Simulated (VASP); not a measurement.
# Ta in VASP: notebook

The runs below take Ta through relaxation of the atoms, atomic charges, with PBE.

Program: VASP 6.6.1. These are calculated values, not measurements. Logs are shortened: lines on timing, memory, paths and dates and some standing lists are left out, and cuts for length are marked.

### Step 1. The structure

The cell holds a slab with vacuum, 9 atoms: a = 2.875 Å, b = 2.875 Å, c = 32.781 Å, α = 90.00°, β = 90.00°, γ = 70.53°.

The cell was built by a generator and needn't be a form met in nature.

### Step 2. Relaxation of the atoms, PBE

File INCAR:

```
SYSTEM = Ta
  PREC = Accurate
  ENCUT = 520
  EDIFF = 1E-6
  ISMEAR = 1
  SIGMA = 0.1
  LREAL = .False.
  LASPH = .True.
  NELM = 80
  ALGO = Normal
  ISIF = 2
  LWAVE = .False.
  LCHARG = .False.
  GGA = PE
  IBRION = 2
  NSW = 40
  EDIFFG = -0.02
  KPAR = 2
```

File KPOINTS:

```
regular mesh
0
Gamma
  12 12 1
  0 0 0
```

File POSCAR:

```
Ta
1.0
    1.6600000000      2.3475945135      0.0000000000
   -1.6600000000      2.3475945135      0.0000000000
    0.0000000000      0.0000000000     32.7807561083
Ta
9
Direct
    0.0000000000      0.0000000000      0.2135399189
    0.5000000000      0.5000000000      0.2851549392
    0.0000000000      0.0000000000      0.3567699594
    0.5000000000      0.5000000000      0.4283849797
    0.0000000000      0.0000000000      0.5000000000
    0.5000000000      0.5000000000      0.5716150203
    0.0000000000      0.0000000000      0.6432300406
    0.5000000000      0.5000000000      0.7148450608
    0.0000000000      0.0000000000      0.7864600811
```

Potentials or basis: VASP PAW PBE potentials, release 64 (Ta_pv).

Run with:

```console
cat potpaw_PBE.64/Ta_pv/POTCAR > POTCAR
mpirun -np 2 vasp_std > vasp.out
```

OUTCAR:

```text
SYSTEM = Ta
   PREC = Accurate
   ENCUT = 520
   EDIFF = 1E-6
   ISMEAR = 1
   LREAL = .False.
   LASPH = .True.
   NELM = 80
   ISIF = 2
   GGA = PE
   IBRION = 2
   NSW = 40
   EDIFFG = -0.02

 ion  position               nearest neighbor table
   1  0.000  0.000  0.214-   2 2.88   2 2.88   2 3.32   2 3.32
   2  0.500  0.500  0.285-   3 2.88   3 2.88   1 2.88   1 2.88   3 3.32   3 3.32   1 3.32   1 3.32

   3  0.000  0.000  0.357-   2 2.88   2 2.88   4 2.88   4 2.88   2 3.32   2 3.32   4 3.32   4 3.32

   4  0.500  0.500  0.428-   3 2.88   5 2.88   3 2.88   5 2.88   3 3.32   5 3.32   3 3.32   5 3.32
[... 5 lines left out ...]
   7  0.000  0.000  0.643-   8 2.88   8 2.88   6 2.88   6 2.88   8 3.32   8 3.32   6 3.32   6 3.32

   8  0.500  0.500  0.715-   7 2.88   7 2.88   9 2.88   9 2.88   7 3.32   7 3.32   9 3.32   9 3.32

   9  0.000  0.000  0.786-   8 2.88   8 2.88   8 3.32   8 3.32

  LATTYP: Found a base centered orthorhombic cell.
 ALAT       =     3.3200000000
 B/A-ratio  =     1.4142135623
 C/A-ratio  =     9.8737217194

  Lattice vectors:

 A1 = (   1.6600000000,  -2.3475945135,   0.0000000000)
 A2 = (   1.6600000000,   2.3475945135,   0.0000000000)
 A3 = (   0.0000000000,   0.0000000000,  32.7807561083)

Analysis of symmetry for initial positions (statically):
=====================================================================
 Subroutine PRICEL returns:
 Original cell was already a primitive cell.

 Routine SETGRP: Setting up the symmetry group for a
 base centered orthorhombic supercell.

 Subroutine GETGRP returns: Found  8 space group operations
 (whereof  8 operations were pure point group operations)
 out of a pool of  8 trial point group operations.

The static configuration has the point symmetry D_2h.

Analysis of symmetry for dynamics (positions and initial velocities):
=====================================================================
 Subroutine PRICEL returns:
 Original cell was already a primitive cell.

 Routine SETGRP: Setting up the symmetry group for a
 base centered orthorhombic supercell.

 Subroutine GETGRP returns: Found  8 space group operations
 (whereof  8 operations were pure point group operations)
 out of a pool of  8 trial point group operations.

The dynamic configuration has the point symmetry D_2h.

 Subroutine INISYM returns: Found  8 space group operations
 (whereof  8 operations are pure point group operations),
 and found     1 'primitive' translations

----------------------------------------------------------------------------------------

                                     Primitive cell

  volume of cell :     255.4937

  direct lattice vectors                    reciprocal lattice vectors
     1.660000000  2.347594513  0.000000000     0.301204819  0.212983970  0.000000000
    -1.660000000  2.347594513  0.000000000    -0.301204819  0.212983970  0.000000000
     0.000000000  0.000000000 32.780756108     0.000000000  0.000000000  0.030505703

  length of vectors
     2.875204341  2.875204341 32.780756108     0.368899058  0.368899058  0.030505703

  position of ions in fractional coordinates (direct lattice)
     0.000000000  0.000000000  0.213539919
     0.500000000  0.500000000  0.285154939
     0.000000000  0.000000000  0.356769959
     0.500000000  0.500000000  0.428384980
     0.000000000  0.000000000  0.500000000
     0.500000000  0.500000000  0.571615020
     0.000000000  0.000000000  0.643230041
     0.500000000  0.500000000  0.714845061
     0.000000000  0.000000000  0.786460081

  ion indices of the primitive-cell ions
   primitive index   ion index
                 1           1
                 2           2
                 3           3
                 4           4
                 5           5
                 6           6
                 7           7
                 8           8
                 9           9

----------------------------------------------------------------------------------------

 KPOINTS: regular mesh

Automatic generation of k-mesh.
 Grid dimensions read from file:
 generate k-points for:   12   12    1

 Generating k-lattice:

  Cartesian coordinates                     Fractional coordinates (reciprocal lattice)
     0.025100402  0.017748664  0.000000000     0.083333333  0.000000000  0.000000000
    -0.025100402  0.017748664  0.000000000     0.000000000  0.083333333  0.000000000
     0.000000000  0.000000000  0.030505703     0.000000000  0.000000000  1.000000000

  Length of vectors
     0.030741588  0.030741588  0.030505703

  Shift w.r.t. Gamma in fractional coordinates (k-lattice)
     0.000000000  0.000000000  0.000000000

 Subroutine IBZKPT returns following result:
 ===========================================

 Found     43 irreducible k-points:

 Following reciprocal coordinates:
            Coordinates               Weight
  0.000000  0.000000  0.000000      1.000000
  0.083333  0.000000  0.000000      4.000000
  0.166667 -0.000000  0.000000      4.000000
  0.250000  0.000000  0.000000      4.000000
  0.333333 -0.000000  0.000000      4.000000
  0.416667 -0.000000  0.000000      4.000000
[... 16 lines left out ...]
  0.500000  0.166667  0.000000      4.000000
 -0.416667  0.166667  0.000000      4.000000
 [... further k-points ...]
   k-points           NKPTS =     43   k-points in BZ     NKDIM =     43   number of bands    NBANDS=     59
   number of dos      NEDOS =    301   number of ions     NIONS =      9
   total plane-waves  NPLWV = 144000
   dimension x,y,z NGX =    24 NGY =   24 NGZ =  250
   dimension x,y,z NGXF=    48 NGYF=   48 NGZF=  500
   ions per type =               9
   NGX,Y,Z   is equivalent  to a cutoff of  13.88, 13.88, 12.68 a.u.
   NGXF,Y,Z  is equivalent  to a cutoff of  27.75, 27.75, 25.36 a.u.
 SYSTEM =  Ta
   PREC   = accura    normal or accurate (medium, high low for compatibility)
   ISTART =      0    job   : 0-new  1-cont  2-samecut
   ICHARG =      2    charge: 1-file 2-atom 10-const
   ISPIN  =      1    spin polarized calculation?
   LNONCOLLINEAR =      F non collinear calculations
   LSORBIT =      F    spin-orbit coupling
   LASPH  =      T    aspherical Exc in radial PAW
   ENCUT  =  520.0 eV  38.22 Ry    6.18 a.u.   5.35  5.35 60.95*2*pi/ulx,y,z
   NELM   =     80;   NELMIN=  2; NELMDL= -5     # of ELM steps
   EDIFF  = 0.1E-05   stopping-criterion for ELM
   LREAL  =      F    real-space projection
   EDIFFG = -.2E-01   stopping-criterion for IOM
   NSW    =     40    number of steps for IOM
   IBRION =      2    ionic relax: 0-MD 1-quasi-New 2-CG
   NFREE  =      1    steps in history (QN), initial steepest desc. (CG)
   ISIF   =      2    stress and relaxation
   ISYM   =      2    0-nonsym 1-usesym 2-fastsym
   POTIM  = 0.5000    time-step for ionic-motion
   TEBEG  =    0.0;   TEEND  =   0.0 temperature during run
   PSTRESS=    0.0 pullay stress
   NELECT =      99.0000    total number of electrons
   NUPDOWN=      -1.0000    fix difference up-down
   EMIN   =  10.00;   EMAX   =-10.00  energy-range for DOS
   EFERMI =   0.00;   METHOD = LEGACY
   ISMEAR =     1;   SIGMA  =   0.10  broadening in eV -4-tet -1-fermi 0-gaus
   EFERMI_NEDOS =   21; number of points for ismear=-14 and -15
   IALGO  =     38    algorithm
   IMIX   =      4    mixing-type and parameters
     AMIX     =   0.40;   BMIX     =  1.00
     AMIX_MAG =   1.60;   BMIX_MAG =  1.00
  volume/ion in A,a.u.               =      28.39       191.57
  Fermi-wavevector in a.u.,A,eV,Ry     =   1.193511  2.255409 19.381079  1.424469
  Thomas-Fermi vector in A             =   2.329524
   LORBIT       =      0    0 simple, 1 ext, 2 COOP (PROOUT), +10 PAW based schemes
   GGA     = PE    functional components
   LHFCALC =     F    Hartree Fock is set to
   AEXX    =    0.0000 exact exchange contribution
   IVDW    =     0    specifies the selected vdW correction
   LEPSILON=     F    determine dielectric tensor
   LRPA    =     F    only Hartree local field effects (RPA)
 conjugate gradient relaxation of ions
 non-spin polarized calculation
 Methfessel and Paxton  Order N= 1 SIGMA  =   0.10
  energy-cutoff  :      520.00
  volume of cell :      255.49
 maximum number of plane-waves:      6938
 NGX is ok and might be reduce to    24
   NGX = 11   NGY = 11   NGZ =121

--------------------------------------- Ionic step        1  -------------------------------------------

 number of electron      98.9999992 magnetization

 Free energy of the ion-electron system (eV)
  ---------------------------------------------------
  ext. energy  EPLUGINS =         0.00000000
  ---------------------------------------------------
  free energy    TOTEN  =      -103.93400468 eV

  energy without entropy =     -103.93470801  energy(sigma->0) =     -103.93423912

------------------------ aborting loop because EDIFF is reached ----------------------------------------

  FORCE on cell =-STRESS in cart. coord.  units (eV):
  Direction    XX          YY          ZZ          XY          YZ          ZX
  --------------------------------------------------------------------------------------
  -------------------------------------------------------------------------------------
  Total       -4.8956455     -4.3581155     -3.6579048      0.0000000      0.0000000      0.0000000
  in kB      -30.7001435    -27.3293427    -22.9383856      0.0000000      0.0000000      0.0000000
  external PRESSURE =     -26.9892906 kB  Pullay stress =       0.0000000 kB
[... 110 lines left out ...]
  FREE ENERGIE OF THE ION-ELECTRON SYSTEM (eV)
  ---------------------------------------------------
  free  energy   TOTEN  =      -103.9829802930 eV

  energy  without entropy=     -103.9850405294  energy(sigma->0) =     -103.98366704

[... ionic steps 4 to 13 ...]

--------------------------------------- Ionic step       14  -------------------------------------------

 number of electron      98.9999992 magnetization

------------------------ aborting loop because EDIFF is reached ----------------------------------------
[... 81 lines left out ...]
--------------------------------------- Ionic step       16  -------------------------------------------

 number of electron      98.9999992 magnetization

 Free energy of the ion-electron system (eV)
  ---------------------------------------------------
  ext. energy  EPLUGINS =         0.00000000
  ---------------------------------------------------
  free energy    TOTEN  =      -103.99296244 eV

  energy without entropy =     -103.99598690  energy(sigma->0) =     -103.99397059

 E-fermi :   1.8892     XC(G=0):  -8.6830

 val. band max:        1.8720241824   @ k =   0.3333   0.1667   0.0000
 cond. band min:       1.8987858960   @ k =  -0.3333   0.0833   0.0000
 fundamental gap:      0.0267617136
 Fermi energy:         1.8891549433

 k-point     1 :       0.0000    0.0000    0.0000
  band No.  band energies     occupation
      1     -32.4934      2.00000
      2     -32.4910      2.00000
      3     -32.2607      2.00000
      4     -32.1155      2.00000
      5     -31.9236      2.00000
      6     -31.8357      2.00000
[... 1477 lines left out ...]
     58       4.3486      0.00000
     59       4.8332      0.00000

 [... further k-points ...]

------------------------ aborting loop because EDIFF is reached ----------------------------------------

  FORCE on cell =-STRESS in cart. coord.  units (eV):
  Direction    XX          YY          ZZ          XY          YZ          ZX
  --------------------------------------------------------------------------------------
  -------------------------------------------------------------------------------------
  Total       -3.0610332     -2.4025364     -0.0580802      0.0000000      0.0000000      0.0000000
  in kB      -19.1954581    -15.0660854     -0.3642156      0.0000000      0.0000000      0.0000000
  external PRESSURE =     -11.5419197 kB  Pullay stress =       0.0000000 kB
[... 24 lines left out ...]
  FREE ENERGIE OF THE ION-ELECTRON SYSTEM (eV)
  ---------------------------------------------------
  free  energy   TOTEN  =      -103.9929624396 eV

  energy  without entropy=     -103.9959869021  energy(sigma->0) =     -103.99397059

 reached required accuracy - stopping structural energy minimisation
```

Wall time 42 min (2 MPI ranks of Intel Xeon 6975P-C (Granite Rapids), shared host); peak memory 0.69 GiB.

Results:

| Item | Value |
| --- | --- |
| Free energy | -103.9930 eV |
| Energy gained by relaxing | 6.6 meV/atom |
| Ionic steps | 16 |
| Band gap on the k mesh | none (metal or under the smearing width) |

Step by step:
```csv
step,energy change (eV),largest force (eV/Å),pressure (GPa)
1,0.0000,0.5365,-2.70
2,-0.0358,0.3437,-2.34
3,-0.0490,0.1099,-1.93
4,-0.0490,0.1229,-1.92
5,-0.0524,0.0912,-1.84
6,-0.0549,0.0483,-1.70
7,-0.0550,0.0598,-1.68
8,-0.0557,0.0409,-1.64
9,-0.0561,0.0439,-1.59
10,-0.0562,0.0557,-1.57
11,-0.0569,0.0483,-1.51
12,-0.0584,0.0279,-1.33
13,-0.0584,0.0316,-0.96
14,-0.0589,0.0245,-1.14
15,-0.0587,0.0517,-1.18
16,-0.0590,0.0012,-1.15
```

Final structure:
```
Ta
1.0
     1.66000    2.34759    0.00000
    -1.66000    2.34759    0.00000
     0.00000    0.00000   32.78076
Ta
9
Direct
  0.00000 0.00000 0.21702
  0.50000 0.50000 0.28565
  0.00000 0.00000 0.35702
  0.50000 0.50000 0.42851
  0.00000 0.00000 0.50000
  0.50000 0.50000 0.57149
  0.00000 0.00000 0.64298
  0.50000 0.50000 0.71435
  0.00000 0.00000 0.78298
```

The run has no spin-orbit coupling, so splittings on Ta are missing.

(Continued in part 2 of 2.)
